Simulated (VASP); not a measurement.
# CaO in VASP: relaxing the cell with several functionals

Aim: the equilibrium cell of CaO (CsCl type) with r2SCAN, PBEsol and LDA. This is a trial cell built on a prototype, not taken from a measured structure, and it needn't be the compound's ground state.

Program: VASP 6.6.1. PAW datasets, plane waves, zero pressure. The cell comes from a prototype generator: it can be a known phase or a hypothetical one. Spin polarisation is off.

### 1 Starting point

The cell comes from an earlier relaxation with PBE in another program.

It is cubic, Pm-3m (No. 221); conventional cell a = 2.934 Å, 12.63 Å³ an atom. Around Ca lie 8 O at 2.54 Å; around O lie 8 Ca at 2.54 Å.

Coordinates:

```xyz
2
Lattice="2.9339 0.0000 0.0000 0.0000 2.9339 0.0000 0.0000 0.0000 2.9339" Properties=species:S:1:pos:R:3 pbc="T T T"
Ca    0.0000    0.0000    0.0000
O     1.4669    1.4669    1.4669
```

### 2 Relaxation with r2SCAN

Input file INCAR:

```
ENCUT = 600.000000
SIGMA = 0.020000
EDIFF = 1.00e-07
EDIFFG = -5.00e-03
ALGO = Normal
METAGGA = R2SCAN
PREC = Accurate
IBRION = 2
ISIF = 3
ISMEAR = -1
NBANDS = 15
NELM = 120
NSW = 40
LASPH = .TRUE.
LCHARG = .FALSE.
LWAVE = .FALSE.
LREAL = .FALSE.
```

Input file KPOINTS:

```
KPOINTS created by Atomic Simulation Environment
0
Gamma
8 8 8
0 0 0
```

Input file POSCAR:

```
Ca O
 1.0000000000000000
     2.9338573040188494   -0.0000000000000000   -0.0000000000000000
     0.0000000000000000    2.9338573040188494   -0.0000000000000000
    -0.0000000000000000   -0.0000000000000000    2.9338573040188494
 Ca  O
   1   1
Cartesian
  0.0000000000000000 -0.0000000000000000  0.0000000000000000
  1.4669286520094247  1.4669286520094247  1.4669286520094247
```

The run uses the recommended PBE PAW datasets (16 valence electrons a neutral cell).

OSZICAR:

```text
N       E                     dE             d eps       ncg     rms          rms(c)
DAV:   1     0.125181081742E+03    0.12518E+03   -0.93130E+03  1050   0.126E+03
DAV:   2    -0.183505537555E+02   -0.14353E+03   -0.13506E+03  1288   0.322E+02
DAV:   3    -0.239694113583E+02   -0.56189E+01   -0.55702E+01  1198   0.645E+01
DAV:   4    -0.241258743880E+02   -0.15646E+00   -0.15620E+00  1467   0.954E+00
DAV:   5    -0.241296001307E+02   -0.37257E-02   -0.37256E-02  1227   0.132E+00    0.734E+00
DAV:   6    -0.184550287869E+02    0.56746E+01   -0.27559E+00  1250   0.226E+01    0.257E+00
DAV:   7    -0.185159832385E+02   -0.60954E-01   -0.38324E-01  1260   0.476E+00    0.182E+00
DAV:   8    -0.185409008887E+02   -0.24918E-01   -0.20039E-01  1050   0.422E+00    0.137E+00
DAV:   9    -0.185061706443E+02    0.34730E-01   -0.59115E-02  1169   0.229E+00    0.180E-01
DAV:  10    -0.185056469916E+02    0.52365E-03   -0.53518E-03  1155   0.602E-01    0.690E-02
DAV:  11    -0.185056869994E+02   -0.40008E-04   -0.11088E-04  1557   0.109E-01    0.186E-02
DAV:  12    -0.185056856378E+02    0.13616E-05   -0.41220E-06  1258   0.259E-02    0.112E-02
DAV:  13    -0.185056847890E+02    0.84879E-06   -0.78335E-06  1274   0.235E-02    0.370E-03
DAV:  14    -0.185056843160E+02    0.47305E-06   -0.61969E-07  1288   0.771E-03    0.550E-04
DAV:  15    -0.185056843016E+02    0.14403E-07   -0.56155E-08   660   0.182E-03
   1 F= -.18505684E+02 E0= -.18505684E+02  d E =-.185057E+02
       N       E                     dE             d eps       ncg     rms          rms(c)
DAV:   1    -0.186268709779E+02   -0.12119E+00   -0.25493E+00  1337   0.169E+01    0.226E+00
DAV:   2    -0.185271953848E+02    0.99676E-01   -0.21548E-01  1239   0.437E+00    0.837E-01
DAV:   3    -0.185107779363E+02    0.16417E-01   -0.24708E-02  1762   0.197E+00    0.270E-01
DAV:   4    -0.185095333917E+02    0.12445E-02   -0.79787E-03  1609   0.811E-01    0.863E-02
DAV:   5    -0.185102167167E+02   -0.68333E-03   -0.65330E-04  1673   0.193E-01    0.400E-02
DAV:   6    -0.185104591807E+02   -0.24246E-03   -0.34467E-04  1676   0.791E-02    0.133E-02
DAV:   7    -0.185104498336E+02    0.93471E-05   -0.15273E-05  1546   0.348E-02    0.268E-03
DAV:   8    -0.185104475923E+02    0.22413E-05   -0.27458E-06  1629   0.106E-02    0.633E-04
DAV:   9    -0.185104474009E+02    0.19141E-06   -0.37039E-08   773   0.185E-03    0.181E-04
DAV:  10    -0.185104474986E+02   -0.97677E-07   -0.43182E-09   609   0.648E-04
   2 F= -.18510447E+02 E0= -.18510447E+02  d E =-.476320E-02
       N       E                     dE             d eps       ncg     rms          rms(c)
DAV:   1    -0.185177378409E+02   -0.72904E-02   -0.14910E-01  1316   0.413E+00    0.545E-01
DAV:   2    -0.185120002327E+02    0.57376E-02   -0.12713E-02  1239   0.106E+00    0.202E-01
DAV:   3    -0.185110574169E+02    0.94282E-03   -0.14462E-03  1734   0.470E-01    0.651E-02
DAV:   4    -0.185109760594E+02    0.81357E-04   -0.47917E-04  1601   0.197E-01    0.221E-02
DAV:   5    -0.185110057826E+02   -0.29723E-04   -0.54756E-05  1607   0.535E-02    0.863E-03
DAV:   6    -0.185110009825E+02    0.48001E-05   -0.18398E-05  1728   0.195E-02    0.180E-03
DAV:   7    -0.185110035823E+02   -0.25998E-05   -0.21276E-06  1719   0.996E-03    0.443E-04
DAV:   8    -0.185110040315E+02   -0.44918E-06   -0.81252E-08  1254   0.220E-03    0.127E-04
DAV:   9    -0.185110039559E+02    0.75626E-07   -0.81557E-09   574   0.764E-04
   3 F= -.18511004E+02 E0= -.18511004E+02  d E =-.531965E-02
```

OUTCAR, selected sections:

```text
k-points           NKPTS =     35   k-points in BZ     NKDIM =     35   number of bands    NBANDS=     15

   NELECT =      16.0000    total number of electrons

   dimension x,y,z NGX =    24 NGY =   24 NGZ =   24
   dimension x,y,z NGXF=    48 NGYF=   48 NGZF=   48

  energy-cutoff  :      600.00
  volume of cell :       24.65
      direct lattice vectors                 reciprocal lattice vectors
     2.910385426 -0.000000000  0.000000000     0.343597103 -0.000000000 -0.000000000
     0.000000000  2.910385426  0.000000000     0.000000000  0.343597103 -0.000000000
     0.000000000  0.000000000  2.910385426     0.000000000  0.000000000  0.343597103

 k-points in reciprocal lattice and weights: KPOINTS created by Atomic Simulation Env
   0.00000000  0.00000000  0.00000000       0.002
   0.12500000  0.00000000  0.00000000       0.012
   0.25000000  0.00000000  0.00000000       0.012
   0.37500000  0.00000000  0.00000000       0.012
   0.50000000  0.00000000  0.00000000       0.006
   0.12500000  0.12500000  0.00000000       0.023
   0.25000000  0.12500000  0.00000000       0.047
   0.37500000  0.12500000  0.00000000       0.047
[... 27 more k-points ...]

 E-fermi :   4.2809

 k-point     1 :       0.0000    0.0000    0.0000
  band No.  band energies     occupation
      1     -36.9831      2.00000
      2     -16.5679      2.00000
      3     -16.5679      2.00000
      4     -16.5679      2.00000
      5     -13.5350      2.00000
      6       3.5488      2.00000
      7       3.5488      2.00000
      8       3.5488      2.00000
      9       7.1343      0.00000
     10       7.1343      0.00000
     11       9.8731      0.00000
     12      12.8706      0.00000
     13      12.8706      0.00000
     14      12.8706      0.00000
     15      24.0170      0.00000

 k-point     2 :       0.1250    0.0000    0.0000
  band No.  band energies     occupation
      1     -36.9596      2.00000
      2     -16.8436      2.00000
      3     -16.5499      2.00000
      4     -16.5499      2.00000
      5     -13.3141      2.00000
      6       2.8271      2.00000
      7       3.4808      2.00000
      8       3.4808      2.00000
      9       7.2603      0.00000
     10       7.8161      0.00000
     11      10.5140      0.00000
     12      12.8078      0.00000
     13      12.8078      0.00000
     14      12.9134      0.00000
     15      23.0965      0.00000

 k-point     3 :       0.2500    0.0000    0.0000
  band No.  band energies     occupation
      1     -36.9023      2.00000
      2     -17.4093      2.00000
      3     -16.5062      2.00000
      4     -16.5062      2.00000
      5     -12.8629      2.00000
      6       1.5210      2.00000
      7       3.3122      2.00000
      8       3.3122      2.00000
      9       7.5877      0.00000
     10       9.3560      0.00000
     11      11.9290      0.00000
     12      12.6917      0.00000
     13      12.6917      0.00000
     14      13.0187      0.00000
     15      21.3173      0.00000

 k-point     4 :       0.3750    0.0000    0.0000
  band No.  band energies     occupation
      1     -36.8441      2.00000
      2     -17.8929      2.00000
      3     -16.4619      2.00000
      4     -16.4619      2.00000
      5     -12.4682      2.00000
      6       0.4780      2.00000
      7       3.1383      2.00000
      8       3.1383      2.00000
      9       7.9569      0.00000
     10      10.9589      0.00000
     11      12.6211      0.00000
     12      12.6211      0.00000
     13      13.1269      0.00000
     14      13.5940      0.00000
     15      19.8405      0.00000

[... the tables of k-points 5 to 35 left out ...]

  Total        0.0012930      0.0012930      0.0012930      0.0000000      0.0000000      0.0000000
  in kB        0.0840330      0.0840330      0.0840330      0.0000000      0.0000000      0.0000000
  external PRESSURE =       0.0840330 kB  Pullay stress =       0.0000000 kB

 POSITION                                       TOTAL-FORCE (eV/Angst)
 -----------------------------------------------------------------------------------
      0.00000      0.00000      0.00000        -0.000000     -0.000000      0.000000
      1.45519      1.45519      1.45519         0.000000      0.000000      0.000000
 -----------------------------------------------------------------------------------
    total drift:                                0.000000      0.000000     -0.000000

  FREE ENERGIE OF THE ION-ELECTRON SYSTEM (eV)
  ---------------------------------------------------
  free  energy   TOTEN  =       -18.5110039559 eV

  energy  without entropy=      -18.5110039559  energy(sigma->0) =      -18.51100396
```

CONTCAR

```
Ca O
   1.00000000000000
     2.9103854255170716   -0.0000000000000000    0.0000000000000000
     0.0000000000000000    2.9103854255170716    0.0000000000000000
     0.0000000000000000    0.0000000000000000    2.9103854255170716
  Ca              O
     1     1
Direct
     0.0000000000000000    0.0000000000000000    0.0000000000000000
     0.5000000000000000    0.5000000000000000    0.5000000000000000

  0.00000000E+00  0.00000000E+00  0.00000000E+00
  0.00000000E+00  0.00000000E+00  0.00000000E+00
```

|  | before | after | change |
| --- | --- | --- | --- |
| a (Å) | 2.934 | 2.910 | -0.80 % |
| volume (Å³/atom) | 12.627 | 12.326 | -2.38 % |
| shortest distance (Å) | 2.541 | 2.520 | -0.80 % |
| space group | Pm-3m | Pm-3m | same |

### 3 Relaxing with PBEsol

INCAR, as its differences from that of step 2:

```diff
@@ -4,4 +4,3 @@
 EDIFFG = -5.00e-03
-ALGO = Normal
-METAGGA = R2SCAN
+GGA = PS
 PREC = Accurate
```

KPOINTS is that of step 2.

POSCAR is that of step 2.

OSZICAR:

```text
N       E                     dE             d eps       ncg     rms          rms(c)
DAV:   1     0.129755974392E+03    0.12976E+03   -0.91453E+03  1050   0.124E+03
DAV:   2    -0.842845201491E+01   -0.13818E+03   -0.12997E+03  1281   0.312E+02
DAV:   3    -0.137223276305E+02   -0.52939E+01   -0.52549E+01  1191   0.616E+01
DAV:   4    -0.138642756358E+02   -0.14195E+00   -0.14179E+00  1505   0.882E+00
DAV:   5    -0.138662476117E+02   -0.19720E-02   -0.19719E-02  1227   0.921E-01    0.768E+00
DAV:   6    -0.125805657297E+02    0.12857E+01   -0.30056E+00  1198   0.191E+01    0.329E+00
DAV:   7    -0.125070605557E+02    0.73505E-01   -0.30849E-01  1183   0.566E+00    0.167E+00
DAV:   8    -0.124800898995E+02    0.26971E-01   -0.87347E-02  1386   0.296E+00    0.375E-01
DAV:   9    -0.124790412118E+02    0.10487E-02   -0.67347E-03  1190   0.782E-01    0.100E-01
DAV:  10    -0.124792687212E+02   -0.22751E-03   -0.66733E-04  1330   0.306E-01    0.444E-02
DAV:  11    -0.124792421893E+02    0.26532E-04   -0.10195E-04  1280   0.140E-01    0.206E-02
DAV:  12    -0.124792425787E+02   -0.38935E-06   -0.72513E-06  1225   0.344E-02    0.309E-03
DAV:  13    -0.124792427464E+02   -0.16773E-06   -0.51548E-07  1340   0.717E-03    0.712E-04
DAV:  14    -0.124792427265E+02    0.19912E-07   -0.19645E-08   925   0.165E-03
   1 F= -.12479243E+02 E0= -.12479243E+02  d E =-.124792E+02
       N       E                     dE             d eps       ncg     rms          rms(c)
DAV:   1    -0.128023634931E+02   -0.32312E+00   -0.67329E+00  1449   0.267E+01    0.382E+00
DAV:   2    -0.125380086911E+02    0.26435E+00   -0.63410E-01  1267   0.714E+00    0.140E+00
DAV:   3    -0.124929625893E+02    0.45046E-01   -0.79117E-02  1726   0.350E+00    0.475E-01
DAV:   4    -0.124905270036E+02    0.24356E-02   -0.24032E-02  1569   0.119E+00    0.170E-01
DAV:   5    -0.124915211312E+02   -0.99413E-03   -0.72683E-04  1464   0.221E-01    0.136E-01
DAV:   6    -0.124934532066E+02   -0.19321E-02   -0.25258E-03  1531   0.234E-01    0.301E-02
DAV:   7    -0.124934575411E+02   -0.43345E-05   -0.81540E-05  1339   0.747E-02    0.610E-03
DAV:   8    -0.124934592883E+02   -0.17472E-05   -0.13093E-05  1779   0.283E-02    0.215E-03
DAV:   9    -0.124934595565E+02   -0.26823E-06   -0.55131E-07  1219   0.622E-03    0.122E-03
DAV:  10    -0.124934593621E+02    0.19442E-06   -0.28127E-08   848   0.201E-03    0.253E-04
DAV:  11    -0.124934593745E+02   -0.12472E-07   -0.28329E-09   567   0.576E-04
   2 F= -.12493459E+02 E0= -.12493459E+02  d E =-.142166E-01
       N       E                     dE             d eps       ncg     rms          rms(c)
DAV:   1    -0.125058568864E+02   -0.12398E-01   -0.25087E-01  1421   0.522E+00    0.739E-01
DAV:   2    -0.124959663742E+02    0.98905E-02   -0.23679E-02  1267   0.138E+00    0.268E-01
DAV:   3    -0.124943400210E+02    0.16264E-02   -0.30127E-03  1735   0.666E-01    0.909E-02
DAV:   4    -0.124942641346E+02    0.75886E-04   -0.89393E-04  1566   0.224E-01    0.375E-02
DAV:   5    -0.124943369780E+02   -0.72843E-04   -0.57213E-05  1667   0.575E-02    0.216E-02
DAV:   6    -0.124943674482E+02   -0.30470E-04   -0.70768E-05  1633   0.402E-02    0.188E-03
DAV:   7    -0.124943689240E+02   -0.14758E-05   -0.23410E-06  1630   0.125E-02    0.539E-04
DAV:   8    -0.124943691791E+02   -0.25515E-06   -0.30790E-07  1590   0.277E-03    0.340E-04
DAV:   9    -0.124943692097E+02   -0.30564E-07   -0.29666E-09   616   0.562E-04
   3 F= -.12494369E+02 E0= -.12494369E+02  d E =-.151265E-01
```

OUTCAR, selected sections:

```text
k-points           NKPTS =     35   k-points in BZ     NKDIM =     35   number of bands    NBANDS=     15

   NELECT =      16.0000    total number of electrons

   dimension x,y,z NGX =    24 NGY =   24 NGZ =   24
   dimension x,y,z NGXF=    48 NGYF=   48 NGZF=   48

  energy-cutoff  :      600.00
  volume of cell :       24.22
      direct lattice vectors                 reciprocal lattice vectors
     2.893189384  0.000000000 -0.000000000     0.345639316  0.000000000 -0.000000000
    -0.000000000  2.893189384 -0.000000000    -0.000000000  0.345639316 -0.000000000
     0.000000000  0.000000000  2.893189384     0.000000000  0.000000000  0.345639316

 k-points in reciprocal lattice and weights: KPOINTS created by Atomic Simulation Env
   0.00000000  0.00000000  0.00000000       0.002
   0.12500000  0.00000000  0.00000000       0.012
   0.25000000  0.00000000  0.00000000       0.012
   0.37500000  0.00000000  0.00000000       0.012
   0.50000000  0.00000000  0.00000000       0.006
   0.12500000  0.12500000  0.00000000       0.023
   0.25000000  0.12500000  0.00000000       0.047
   0.37500000  0.12500000  0.00000000       0.047
[... 27 more k-points ...]

 E-fermi :   4.5240

 k-point     1 :       0.0000    0.0000    0.0000
  band No.  band energies     occupation
      1     -34.9124      2.00000
      2     -15.4075      2.00000
      3     -15.4075      2.00000
      4     -15.4075      2.00000
      5     -12.2980      2.00000
      6       3.8003      2.00000
      7       3.8003      2.00000
      8       3.8003      2.00000
      9       6.7863      0.00000
     10       6.7863      0.00000
     11       9.3119      0.00000
     12      12.6708      0.00000
     13      12.6708      0.00000
     14      12.6708      0.00000
     15      23.3860      0.00000

 k-point     2 :       0.1250    0.0000    0.0000
  band No.  band energies     occupation
      1     -34.8860      2.00000
      2     -15.7021      2.00000
      3     -15.3879      2.00000
      4     -15.3879      2.00000
      5     -12.0645      2.00000
      6       3.0206      2.00000
      7       3.7275      2.00000
      8       3.7275      2.00000
      9       6.9168      0.00000
     10       7.5029      0.00000
     11       9.9673      0.00000
     12      12.5991      0.00000
     13      12.5991      0.00000
     14      12.7142      0.00000
     15      22.4271      0.00000

 k-point     3 :       0.2500    0.0000    0.0000
  band No.  band energies     occupation
      1     -34.8217      2.00000
      2     -16.3042      2.00000
      3     -15.3401      2.00000
      4     -15.3401      2.00000
      5     -11.5885      2.00000
      6       1.6674      2.00000
      7       3.5466      2.00000
      8       3.5466      2.00000
      9       7.2575      0.00000
     10       9.0756      0.00000
     11      11.3691      0.00000
     12      12.4663      0.00000
     13      12.4663      0.00000
     14      12.8211      0.00000
     15      20.5997      0.00000

 k-point     4 :       0.3750    0.0000    0.0000
  band No.  band energies     occupation
      1     -34.7561      2.00000
      2     -16.8174      2.00000
      3     -15.2917      2.00000
      4     -15.2917      2.00000
      5     -11.1692      2.00000
      6       0.6001      2.00000
      7       3.3596      2.00000
      8       3.3596      2.00000
      9       7.6446      0.00000
     10      10.6999      0.00000
     11      12.3839      0.00000
     12      12.3839      0.00000
     13      12.9312      0.00000
     14      12.9919      0.00000
     15      19.0907      0.00000

[... the tables of k-points 5 to 35 left out ...]

  Total        0.0012027      0.0012027      0.0012027      0.0000000      0.0000000     -0.0000000
  in kB        0.0795696      0.0795696      0.0795696      0.0000000      0.0000000     -0.0000000
  external PRESSURE =       0.0795696 kB  Pullay stress =       0.0000000 kB

 POSITION                                       TOTAL-FORCE (eV/Angst)
 -----------------------------------------------------------------------------------
      0.00000      0.00000      0.00000         0.000000     -0.000000      0.000000
      1.44659      1.44659      1.44659        -0.000000      0.000000      0.000000
 -----------------------------------------------------------------------------------
    total drift:                                0.000000      0.000000     -0.000000

  FREE ENERGIE OF THE ION-ELECTRON SYSTEM (eV)
  ---------------------------------------------------
  free  energy   TOTEN  =       -12.4943692097 eV

  energy  without entropy=      -12.4943692097  energy(sigma->0) =      -12.49436921
```

CONTCAR

```
Ca O
   1.00000000000000
     2.8931893835326341    0.0000000000000000   -0.0000000000000000
    -0.0000000000000000    2.8931893835326341   -0.0000000000000000
     0.0000000000000000    0.0000000000000000    2.8931893835326341
  Ca              O
     1     1
Direct
     0.0000000000000000    0.0000000000000000    0.0000000000000000
     0.5000000000000000    0.5000000000000000    0.5000000000000000

  0.00000000E+00  0.00000000E+00  0.00000000E+00
  0.00000000E+00  0.00000000E+00  0.00000000E+00
```

|  | before | after | change |
| --- | --- | --- | --- |
| a (Å) | 2.934 | 2.893 | -1.39 % |
| volume (Å³/atom) | 12.627 | 12.109 | -4.10 % |
| shortest distance (Å) | 2.541 | 2.506 | -1.39 % |
| space group | Pm-3m | Pm-3m | same |

(Part 1 of 2 ends here.)
